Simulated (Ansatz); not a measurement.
Point defect: F vacancy in NaF

These are results of DFT PBE, scalar-relativistic, plane waves, PAW (Ansatz), not measurements. (420 eV cutoff, 2×2×2 k-mesh, shifted by half a step, Gaussian smearing of 0.01 eV, collinear spin in charge 0 alone)

Host crystal, relaxed:

```
Na F
1.0
     0.00000    2.34999    2.34999
     2.34999    0.00000    2.34999
     2.34999    2.34999    0.00000
Na F
1 1
Cartesian
  0.0000 0.0000 0.0000
  2.3500 2.3500 2.3500
```

Supercell of 32 atoms, rows in host cell vectors: 3 -1 -1; -1 3 -1; -1 -1 3. Atoms relax at the host's cell, keeping the symmetry that the supercell leaves at the site. The cell is small, so energies carry finite-size errors of tenths of an eV. The host's Kohn–Sham gap is 6.09 eV.

Defect: F vacancy, charge +1.

Command:

```bash
ansatz run input.yaml --threads 4 --pin off --max-ram 6144MiB --backend cpu --events-out ev --progress --plain --runs-dir out
```

The input:

```yaml
crystal:
  lattice:
    - [-4.6999823628, 4.6999823628, 4.6999823628]
    - [4.6999823628, -4.6999823628, 4.6999823628]
    - [4.6999823628, 4.6999823628, -4.6999823628]
  atoms:
    - { symbol: Na, position: [0.0, 0.25, 0.75] }
    - { symbol: Na, position: [0.0, 0.5, 0.5] }
    - { symbol: Na, position: [0.0, 0.75, 0.25] }
    - { symbol: Na, position: [0.25, 0.0, 0.75] }
    - { symbol: Na, position: [0.0, 0.0, 0.0] }
    - { symbol: Na, position: [0.25, 0.25, 0.5] }
    - { symbol: Na, position: [0.2436046421, 0.4936046421, 0.25] }
    - { symbol: Na, position: [0.5, 0.75, 0.75] }
    - { symbol: Na, position: [0.2436046421, 0.75, -0.0063953579] }
    - { symbol: Na, position: [0.5, 0.0063953579, 0.5063953579] }
    - { symbol: Na, position: [0.5, 0.25, 0.25] }
    - { symbol: Na, position: [0.75, 0.5, 0.75] }
    - { symbol: Na, position: [0.5, 0.4936046421, -0.0063953579] }
    - { symbol: Na, position: [0.7563953579, 0.75, 0.5063953579] }
    - { symbol: Na, position: [0.7563953579, 0.0063953579, 0.25] }
    - { symbol: Na, position: [0.75, 0.25, 0.0] }
    - { symbol: F, position: [0.5, 0.0007416215, -0.0007416215] }
    - { symbol: F, position: [0.5, 0.25, 0.75] }
    - { symbol: F, position: [0.7507416215, 0.4992583785, 0.25] }
    - { symbol: F, position: [0.5, 0.4992583785, 0.5007416215] }
    - { symbol: F, position: [0.7507416215, 0.75, -0.0007416215] }
    - { symbol: F, position: [0.7507416215, 0.0007416215, 0.7514832431] }
    - { symbol: F, position: [0.0, 0.25, 0.25] }
    - { symbol: F, position: [0.7507416215, 0.2514832431, 0.5007416215] }
    - { symbol: F, position: [-0.0014832431, 0.4992583785, -0.0007416215] }
    - { symbol: F, position: [0.0, 0.75, 0.75] }
    - { symbol: F, position: [0.2492583785, 0.0007416215, 0.25] }
    - { symbol: F, position: [0.0014832431, 0.0007416215, 0.5007416215] }
    - { symbol: F, position: [0.2492583785, 0.2485167569, -0.0007416215] }
    - { symbol: F, position: [0.2492583785, 0.4992583785, 0.7485167569] }
    - { symbol: F, position: [0.2492583785, 0.75, 0.5007416215] }
  host:
    lattice:
      - [0.0, 2.3499911814, 2.3499911814]
      - [2.3499911814, 0.0, 2.3499911814]
      - [2.3499911814, 2.3499911814, 0.0]
    atoms:
      - { symbol: Na, position: [0.0, 0.0, 0.0] }
      - { symbol: F, position: [0.5, 0.5, 0.5] }
total_charge: 1
basis:
  ecutwfc: 420
  xc_grid: 2
kpoints:
  mp_grid: { grid: [2, 2, 2], shift: [0.5, 0.5, 0.5] }
hamiltonian:
  xc: pbe
scf:
  occupations: { method: gaussian, width: 0.01 }
output:
  forces: true
  stress: false
  eigenvalues: true
  charged_corrections:
    defect_position: [0.5, 0.75, 0.25]
    epsilon: [[5.6239, 0.0, 0.0], [0.0, 5.6239, 0.0], [0.0, 0.0, 5.6239]]
relax:
  adjacent_minimum: "off"
  f_tol: 0.025
  max_steps: 45
```

From the output:

```
Warning: RAYON_NUM_THREADS=4 ignored (pool sized by the plan → 4); use --threads N
Crystal: 31 atoms, lattice volume = 415.287 Å³
Basis set: ecut = 420 eV, 8151 PW (Γ), exchange–correlation on 120×120×120 points (8 copies of the dense FFT grid, shifted against one another)
Bands: 155, of which v1, the nominal top of the filled ones, is band 124 counted from 1 (123 counted from 0)
Symmetry: 48 space group operations
Space group: Im-3m (ITA 229), of the structure as read, at distance tolerance 7.5e-5 Å
k-points: 2 of 8
relax step   1: F+E_penalty+E_count = -35952.30768015 eV  Δ(F+E_penalty+E_count) = +0.000e0 eV  max|allowed force component| = 7.704e-1 eV/Å  Δτ_max = 0.0000 Å
relax step   2: F+E_penalty+E_count = -35952.72621211 eV  Δ(F+E_penalty+E_count) = -4.185e-1 eV  max|allowed force component| = 1.476e-1 eV/Å  Δτ_max = 0.0929 Å
relax step   3: F+E_penalty+E_count = -35952.76016253 eV  Δ(F+E_penalty+E_count) = -3.395e-2 eV  max|allowed force component| = 1.868e-2 eV/Å  Δτ_max = 0.0237 Å
relax step   4: F+E_penalty+E_count = -35952.76016280 eV  Δ(F+E_penalty+E_count) = -2.724e-7 eV  max|allowed force component| = 1.873e-2 eV/Å  Δτ_max = 0.0000 Å
SCF converged after 3 iterations
Free energy (F): -35952.760163 eV
E sigma→0 (E₀):  -35952.760163 eV
Fermi energy:    3.557366 eV
```

The relaxation gained 0.45 eV in 4 steps. Time: 12 s on 4 threads of Arm Neoverse V1, on a shared host, peak memory 0.89 GiB.